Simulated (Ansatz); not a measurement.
# Re (P6_3/mmc) in Ansatz: a series of runs

One crystal, Re, is run at these levels: RPBE+D3(BJ), r2SCAN+D3(BJ), PBE; tasks: relaxation of cell and atoms, single point.

Everything below comes from runs of Ansatz 0.2.0. Logs are shortened: lines on timing, memory, paths and dates and some standing lists are left out, and cuts for length are marked.

**1. The crystal as given**

It takes space group P6_3/mmc (No. 194, hexagonal). The conventional cell has a = 2.766 Å, b = 2.766 Å, c = 8.939 Å, α = 90.00°, β = 90.00°, γ = 120.00°. Re (site symmetry -6m2) is surrounded by 12 Re at 2.75 to 2.77 Å. Re (site symmetry -3m) is surrounded by 12 Re at 2.75 to 2.77 Å.

**2. Relaxation of cell and atoms, RPBE+D3(BJ)**

input.yaml

```yaml
crystal:
  lattice:
    - [2.7663873939, 0.0, 0.0]
    - [-1.3831936969, 2.3957617598, 0.0]
    - [0.0, 0.0, 8.93884516]
  atoms:
    - { symbol: Re, position: [0.6666666667, 0.3333333333, 0.75] }
    - { symbol: Re, position: [0.0, 0.0, 0.5] }
    - { symbol: Re, position: [0.3333333333, 0.6666666667, 0.25] }
    - { symbol: Re, position: [0.0, 0.0, 0.0] }
hamiltonian:
  xc: rpbe
  pseudopotentials: { kind: paw }
  dispersion: d3bj
kpoints:
  mp_grid: { grid: [11, 11, 3] }
scf:
  occupations: { method: fermi_dirac, width: 0.05 }
output:
  forces: true
  stress: true
relax:
  f_tol: 0.01
  max_steps: 40
  cell: { stress_tol: 0.05 }
```

Potentials or basis: Ansatz PAW.

Run with:

```bash
$ ansatz run input.yaml --threads 2 --pin off --max-ram 5120MiB --backend cpu --events-out ev --progress --plain --runs-dir out
```

Log:

```text
Warning: RAYON_NUM_THREADS=2 ignored (pool sized by the plan → 2); use --threads N
Engine: ansatz 0.2.0, aarch64-unknown-linux-gnu
Pseudopotentials: kind: paw
Pseudopotential: Re, paw, valence charge 15, recommended cutoff 420 eV (normal), Re.paw.azcp
Functional definition: RPBE
  parameter kappa = 0.804
  parameter beta = 0.06672455060314922
  exchange = rpbe_x(kappa = kappa, mu = beta*pi^2/3)
  correlation = pbe_c(beta = beta)
Crystal: 4 atoms, lattice volume = 59.243 Å³
Basis set: ecut = 420 eV, 1157 PW (Γ), exchange–correlation on 40×40×120 points (8 copies of the dense FFT grid, shifted against one another)
Bands: 36, of which v1, the nominal top of the filled ones, is band 30 counted from 1 (29 counted from 0)
Symmetry: 24 space group operations
Space group: P63/mmc (ITA 194), of the structure as read, at distance tolerance 3.9e-5 Å
k-points: 32 of 363
Non-local potential: Re, projectors of the file, l = 0: 3, l = 1: 2, l = 2: 2, l = 3: 1
PAW form: soft (Blöchl's): semilocal exchange-correlation on the pseudo side does not see the compensation charge
PAW frozen core: Re, regenerated for the run's functional, and the local potential with it (the file was generated under x = pbe(κ = 0.804, μ = 0.2195149727645171), c = pbe(β = 0.06672455060314922))
PAW one-centre angular grid: Re, 590 points (default); XC on 64 Gauss nodes
Initial density: superposition of atomic densities (neutral atoms: chi_scale 0, normalization atom), corrected by the library's trained network
Initial wavefunctions: pseudopotential atomic-orbital guess
Functional: x = rpbe, c = pbe(β = 0.06672455060314922)
SCF iter   1: F=—  HF=-43541.216232 eV  |F-HF|=—  |Δ(HF+E_count)|=         —  Δρ=9.38e-3  dr2=3.09e-2  ethr=1.77e-3  ⟨swp⟩=5.3  Hψ=3937  notcnv=0
preconditioner: auto → Kerker (q_TF=auto, 2.734 Å⁻¹)  [metal: Δε(μ)=0.077 eV  Ē_g=5.471 eV  σ=0.050 eV  W_gap=0.33  n_scr=24 (ndim 8)  ℏωp=25.5 eV  f_vac=0.000  D(μ)=3.04/eV (n_scr^D=38)]
SCF iter   2: F=—  HF=-43541.216883 eV  |F-HF|=—  |Δ(HF+E_count)|=   6.51e-4  Δρ=5.12e-3  dr2=8.22e-3  ethr=5.16e-5  ⟨swp⟩=1.9  Hψ=1513  notcnv=0  defer=5
SCF iter   3: F=—  HF=-43541.217502 eV  |F-HF|=—  |Δ(HF+E_count)|=   6.19e-4  Δρ=6.14e-4  dr2=1.55e-4  ethr=1.37e-5  ⟨swp⟩=2.0  Hψ=1536  notcnv=0  defer=5
SCF iter   4: F=—  HF=-43541.217518 eV  |F-HF|=—  |Δ(HF+E_count)|=   1.66e-5  Δρ=7.22e-5  dr2=2.47e-6  ethr=2.58e-7  ⟨swp⟩=2.2  Hψ=1528  notcnv=0  defer=5
SCF iter   5: F=—  HF=-43541.217639 eV  |F-HF|=—  |Δ(HF+E_count)|=   1.20e-4  Δρ=1.75e-5  dr2=2.13e-7  ethr=4.11e-9  ⟨swp⟩=2.2  Hψ=1674  notcnv=0  defer=5
SCF iter   6: F=-43541.217639 eV  HF=-43541.217639 eV  |F-HF|=1.94e-9  |Δ(HF+E_count)|=   1.31e-8  Δρ=2.86e-6  dr2=4.89e-9  ethr=1.67e-10  ⟨swp⟩=4.0  Hψ=3666  notcnv=0
SCF 1 converged in 6 iterations: F = -43541.217639 eV  dr2 = 4.89e-9
relax step   1: F+E_penalty+E_count = -43541.21763865 eV  Δ(F+E_penalty+E_count) = +0.000e0 eV  max|allowed force component| = 4.048e-17 eV/Å  Δτ_max = 0.0000 Å  P = -38.102 GPa  Ω = 59.243 Å³  (6 SCF iters, dr2 threshold 1.00e-7 eV, accepted)
Crystal: 4 atoms, lattice volume = 51.107 Å³
Basis set: ecut = 420 eV, 1019 PW (Γ), exchange–correlation on 40×40×120 points (8 copies of the dense FFT grid, shifted against one another)
Initial density: handed on by an earlier stage of this run
Initial wavefunctions: those handed on with the density
iter 1 solved again at ethr=1.20e-5 eV; its pass at ethr=3.10e-3 eV (dr2=7.20e-3 eV) is discarded
SCF iter   1: F=—  HF=-43541.736494 eV  |F-HF|=—  |Δ(HF+E_count)|=         —  Δρ=5.26e-3  dr2=6.90e-3  ethr=1.20e-5  ⟨swp⟩=2.0  Hψ=6492  notcnv=0
preconditioner: auto → Kerker (q_TF=auto, 2.802 Å⁻¹)  [metal: Δε(μ)=0.102 eV  Ē_g=6.515 eV  σ=0.050 eV  W_gap=0.46  n_scr=12 (ndim 8)  ℏωp=27.5 eV  f_vac=0.000  D(μ)=1.59/eV (n_scr^D=6)]
SCF iter   2: F=—  HF=-43541.741225 eV  |F-HF|=—  |Δ(HF+E_count)|=   4.73e-3  Δρ=3.15e-3  dr2=2.79e-3  ethr=1.15e-5  ⟨swp⟩=1.0  Hψ=1152  notcnv=0
SCF iter   3: F=—  HF=-43541.742473 eV  |F-HF|=—  |Δ(HF+E_count)|=   1.25e-3  Δρ=3.71e-4  dr2=7.10e-5  ethr=4.65e-6  ⟨swp⟩=2.0  Hψ=1536  notcnv=0
SCF iter   4: F=—  HF=-43541.742552 eV  |F-HF|=—  |Δ(HF+E_count)|=   7.88e-5  Δρ=7.22e-5  dr2=3.01e-6  ethr=1.18e-7  ⟨swp⟩=2.1  Hψ=2082  notcnv=0
iter 5 did not close the SCF: its close was put off for the readings that it lacked (scf_convergence_deferred on its scf_iter line)
SCF iter   5: F=-43541.742551 eV  HF=-43541.742551 eV  |F-HF|=2.58e-8  |Δ(HF+E_count)|=   8.03e-7  Δρ=1.08e-5  dr2=6.13e-8  ethr=5.02e-9  ⟨swp⟩=2.4  Hψ=1896  notcnv=0
SCF iter   6: F=-43541.742551 eV  HF=-43541.742551 eV  |F-HF|=3.57e-10  |Δ(HF+E_count)|=   4.94e-9  Δρ=2.62e-6  dr2=1.32e-9  ethr=1.02e-10  ⟨swp⟩=2.0  Hψ=3408  notcnv=0
[... 7 lines left out ...]
SCF iter   2: F=—  HF=-43541.935285 eV  |F-HF|=—  |Δ(HF+E_count)|=   6.53e-4  Δρ=1.39e-3  dr2=7.68e-4  ethr=3.38e-6  ⟨swp⟩=1.0  Hψ=1152  notcnv=0
[... 22 lines left out ...]
Crystal: 4 atoms, lattice volume = 53.699 Å³
iter 1 solved again at ethr=4.47e-10 eV; its pass at ethr=3.10e-3 eV (dr2=2.68e-7 eV) is discarded
SCF iter   1: F=—  HF=-43541.940745 eV  |F-HF|=—  |Δ(HF+E_count)|=         —  Δρ=2.67e-5  dr2=2.37e-7  ethr=4.47e-10  ⟨swp⟩=3.1  Hψ=5502  notcnv=0
preconditioner: auto → Kerker (q_TF=auto, 2.779 Å⁻¹)  [metal: Δε(μ)=0.033 eV  Ē_g=6.157 eV  σ=0.050 eV  W_gap=0.16  n_scr=12 (ndim 8)  ℏωp=26.8 eV  f_vac=0.000  D(μ)=2.66/eV (n_scr^D=26)]
SCF iter   2: F=—  HF=-43541.940859 eV  |F-HF|=—  |Δ(HF+E_count)|=   1.14e-4  Δρ=1.57e-5  dr2=8.99e-8  ethr=3.70e-10  ⟨swp⟩=2.4  Hψ=3446  notcnv=0
iter 3 did not close the SCF: its close was put off for the readings that it lacked (scf_convergence_deferred on its scf_iter line)
SCF iter   3: F=-43541.940859 eV  HF=-43541.940859 eV  |F-HF|=2.26e-10  |Δ(HF+E_count)|=   6.42e-9  Δρ=1.81e-6  dr2=1.32e-9  ethr=1.50e-10  ⟨swp⟩=2.0  Hψ=1552  notcnv=0
iter 4 did not close the SCF: its close was put off for the readings that it lacked (scf_convergence_deferred on its scf_iter line)
SCF iter   4: F=-43541.940859 eV  HF=-43541.940859 eV  |F-HF|=2.91e-11  |Δ(HF+E_count)|=  1.09e-10  Δρ=4.40e-7  dr2=9.33e-11  ethr=2.20e-12  ⟨swp⟩=2.7  Hψ=2087  notcnv=0
iter 5 did not close the SCF: its close was put off for the readings that it lacked (scf_convergence_deferred on its scf_iter line)
SCF iter   5: F=-43541.940859 eV  HF=-43541.940859 eV  |F-HF|=1.46e-11  |Δ(HF+E_count)|=  7.28e-12  Δρ=6.44e-8  dr2=1.46e-12  ethr=1.00e-12  ⟨swp⟩=1.0  Hψ=1152  notcnv=0
SCF iter   6: F=-43541.940859 eV  HF=-43541.940859 eV  |F-HF|=1.46e-11  |Δ(HF+E_count)|=  2.18e-11  Δρ=1.82e-8  dr2=1.12e-13  ethr=1.00e-12  ⟨swp⟩=1.0  Hψ=2432  notcnv=0
SCF 5 converged in 6 iterations: F = -43541.940859 eV  dr2 = 1.12e-13
relax step   5: F+E_penalty+E_count = -43541.94085897 eV  Δ(F+E_penalty+E_count) = -6.947e-5 eV  max|allowed force component| = 5.435e-17 eV/Å  Δτ_max = 0.0000 Å  P = +0.003 GPa  Ω = 53.699 Å³  energy of the carried Pulay correction = +6.954e-3 eV  (6 SCF iters, dr2 threshold 2.22e-7 eV, accepted)
Basis set: ecut = 420 eV, 1067 PW (Γ), exchange–correlation on 36×36×120 points (8 copies of the dense FFT grid, shifted against one another)
Initial wavefunctions: pseudopotential atomic-orbital guess (no wavefunctions were taken with the density)
iter 1 solved again at ethr=2.85e-8 eV; its pass at ethr=3.10e-3 eV (dr2=1.71e-5 eV) is discarded
SCF iter   1: F=—  HF=-43541.933806 eV  |F-HF|=—  |Δ(HF+E_count)|=         —  Δρ=4.99e-4  dr2=1.86e-5  ethr=2.85e-8  ⟨swp⟩=3.8  Hψ=7101  notcnv=0
SCF iter   2: F=—  HF=-43541.933885 eV  |F-HF|=—  |Δ(HF+E_count)|=   7.90e-5  Δρ=2.61e-4  dr2=4.89e-6  ethr=2.85e-8  ⟨swp⟩=1.7  Hψ=1504  notcnv=0
SCF iter   3: F=—  HF=-43541.933890 eV  |F-HF|=—  |Δ(HF+E_count)|=   4.48e-6  Δρ=1.39e-5  dr2=2.71e-8  ethr=8.14e-9  ⟨swp⟩=2.3  Hψ=2070  notcnv=0
SCF iter   4: F=—  HF=-43541.933890 eV  |F-HF|=—  |Δ(HF+E_count)|=   1.87e-8  Δρ=1.83e-6  dr2=8.35e-10  ethr=4.52e-11  ⟨swp⟩=1.5  Hψ=1246  notcnv=0
iter 5 did not close the SCF: its close was put off for the readings that it lacked (scf_convergence_deferred on its scf_iter line)
SCF iter   5: F=-43541.933890 eV  HF=-43541.933890 eV  |F-HF|=2.18e-11  |Δ(HF+E_count)|=  9.46e-11  Δρ=2.67e-7  dr2=3.17e-11  ethr=1.39e-12  ⟨swp⟩=2.4  Hψ=1834  notcnv=0
SCF iter   6: F=-43541.933890 eV  HF=-43541.933890 eV  |F-HF|=1.46e-11  |Δ(HF+E_count)|=  2.18e-11  Δρ=4.59e-8  dr2=6.94e-13  ethr=1.00e-12  ⟨swp⟩=3.0  Hψ=3840  notcnv=0
SCF 6 converged in 6 iterations: F = -43541.933890 eV  dr2 = 6.94e-13
relax step   6: F+E_penalty+E_count = -43541.93388963 eV  Δ(F+E_penalty+E_count) = +6.969e-3 eV  max|allowed force component| = 6.361e-17 eV/Å  Δτ_max = 0.0000 Å  P = +0.003 GPa  Ω = 53.699 Å³  stress off target by 3.74e-3 GPa  SCF on the basis re-selected at this cell (its energy is not comparable with the rows above)  (6 SCF iters)
basis re-selected at this cell: Δ(F+E_penalty+E_count) = +6.969e-3 eV, ΔP = +0.000 GPa vs the last step (what re-selecting the basis moved, of the pressure what is left beyond the Pulay correction that the steps carried, after the strain that the cell walked since its last selection, with what the two solves' SCF thresholds leave and, on support functions, any second-order correction that the steps lacked; it is no measure of the basis error at this ecutwfc). The dense FFT grid was sized anew with the basis: this SCF ran on 18×18×60 points, the steps before it on 20×20×60, so part of this shift can come from that change (see relax.cell in the input reference). This SCF's stress stands 3.74e-3 GPa from its target on what of the cell is left free (relax.cell.stress_tol is 5.00e-2 GPa) and its largest allowed force component is 6.36e-17 eV/Å (relax.f_tol is 1.00e-2 eV/Å): within both
SCF converged after 6 iterations
Free energy (F): -43541.933890 eV
Harris-Foulkes:  -43541.933890 eV  (|F-HF|=1.46e-11)
Internal energy: -43541.912689 eV  (E = F + TS)
E sigma→0 (E₀):  -43541.923289 eV
Entropy (-TS):   -0.021201 eV (-5.300 meV/atom)
Fermi energy:    26.851102 eV
--- Per-component energies (eV) ---
  E_band       = -129.525090
  E_kinetic    = 2192.443391
  E_local      = -2722.314536  (includes V_loc(G=0)·N_el)
  E_nonlocal   = 190.622969
  E_hartree    = 1005.457069
  E_xc         = -1627.059401
  E_vxc        = -1227.586745  (∫ρ·V_xc dr)
  E_paw        = -34687.639063  (= ΣΔE_a)
  E_vpaw       = -573.604020  (= ΣTr[D̂ρ^β])
  E_aug_tail   = -0.000303  (compensation charges beyond the density's cutoff)
  E_ewald      = -7874.452888
  E_disp       = -18.897226  (pairwise vdW)
  E_core_change = -0.072700  (= ΣΔE_core)
  E_smearing   = -0.021201  (= −TS)
  E_closure    = 0.000000  (closes the sum)
  Σ components = -43541.933890   (vs F -43541.933890, Δ=0.00e0)
--- Forces (eV/Å), atoms counted from 1 ---
  atom   1  Re    -0.00000000     0.00000000     0.00000000
  atom   2  Re    -0.00000000     0.00000000    -0.00000000
  atom   3  Re     0.00000000    -0.00000000     0.00000000
  atom   4  Re    -0.00000000    -0.00000000     0.00000000
  max |Σ_I F_I| component: 4.63e-18 eV/Å
--- Stress (GPa, compression-positive) ---
        0.003346       0.000000       0.000000
        0.000000       0.003346       0.000000
        0.000000       0.000000       0.003736
  P = ⅓ Tr σ = 0.0035 GPa (0.035 kbar)
--- Relaxed structure (5 steps of the walk, 5 accepted, 1 SCFs on fresh bases) ---
  F+E_penalty+E_count = -43541.93388963 eV   max|allowed force component| = 6.361e-17 eV/Å   (the final SCF, on the basis selected at the relaxed cell)
  cell:  # Å, volume = 53.6986 Å³
    - [2.6767778482620077, -2.793237745029518e-11, 0.0]
    - [-1.3383889241068136, 2.3181576168963125, 0.0]
    - [0.0, 0.0, 8.65382356286512]
  atoms:
    - { symbol: Re, position: [0.6666666666666667, 0.33333333333333326, 0.7499999999999998] }
    - { symbol: Re, position: [1.0922065537165915e-34, 3.2972068301187557e-35, 0.49999999999999994] }
    - { symbol: Re, position: [0.3333333333333332, 0.6666666666666666, 0.24999999999999997] }
    - { symbol: Re, position: [6.715193971042327e-35, -9.975359076038964e-35, -1.7954686445454617e-36] }
```

Wall time 8.9 s (2 threads of Arm Neoverse V1, shared host); peak memory 0.42 GiB.

What came out:

```yaml
Free_energy: -43541.9339 eV
Relaxed_volume: 13.42 Å³/atom
Relaxed_cell: a = 2.677 Å, b = 2.677 Å, c = 8.654 Å, α = 90.00°, β = 90.00°, γ = 120.00°
Space_group_after_relaxing_to_0.05_Å: P6_3/mmc (No. 194)
Energy_gained_by_relaxing: 179.1 meV/atom
Ionic_steps: 6
Pressure_after_relaxing: 0.0 GPa
```

Step by step:
```
step  energy change (eV)  largest force (eV/Å)  volume (Å³)
   1              0.0000                0.0000        59.24
   2             -0.5249                0.0000        51.11
   3             -0.7179                0.0000        54.12
   4             -0.7231                0.0000        53.73
   5             -0.7232                0.0000        53.70
   6             -0.7163                0.0000        53.70
```

Final structure:
```yaml
crystal:
  lattice:
    - [2.67678, 0.00000, 0.00000]
    - [-1.33839, 2.31816, 0.00000]
    - [0.00000, 0.00000, 8.65382]
  atoms:
    - { symbol: Re, position: [0.66667, 0.33333, 0.75000] }
    - { symbol: Re, position: [0.00000, 0.00000, 0.50000] }
    - { symbol: Re, position: [0.33333, 0.66667, 0.25000] }
    - { symbol: Re, position: [0.00000, 0.00000, 0.00000] }
```

Caveat: the plane-wave basis is chosen anew once the cell has moved, so the energies of steps on either side of that aren't comparable; the PAW data sets come from PBE, with cores solved anew for the run's functional, which leaves a small shift of forces and pressure. The run has no spin-orbit coupling, so splittings on Re are missing.

(Part 1 of 2 ends here.)
